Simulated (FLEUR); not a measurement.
The system is KF (Carobbiite).

```
K F
1.0
     0.00000    2.67185    2.67185
     2.67185    0.00000    2.67185
     2.67185    2.67185    0.00000
K F
1 1
Direct
  0.00000 0.00000 0.00000
  0.50000 0.50000 0.50000
```

Base run:

- Program: FLEUR MaX-R8.1 (later development tree)
- Functional: PBEsol
- Potentials or basis: all-electron
- Basis: FLAPW
- Kmax: 4.1 1/bohr
- k mesh: 9 × 9 × 9
- Occupations: fermi-dirac, width 0.05 eV
- Spin: no spin polarisation

Its results: band gap on the k mesh 6.04 eV, direct.

Problem. After a change of settings the same cell gave: band gap on the k mesh 6.18 eV, direct. Which change was it?
A. functional from PBEsol to LDA; muffin-tin radii from K 2.57, F 1.97 bohr to K 2.65, F 2.03 bohr
B. functional from PBEsol to r2SCAN; muffin-tin radii from K 2.57, F 1.97 bohr to K 2.65, F 2.03 bohr
C. functional from PBEsol to PBE; lmax from K 10, F 8 to K 11, F 8

Solution. C.

Caveats: an odd mesh through Γ misses points on the zone boundary, where band edges often lie.

Not every run made on this cell is shown here.
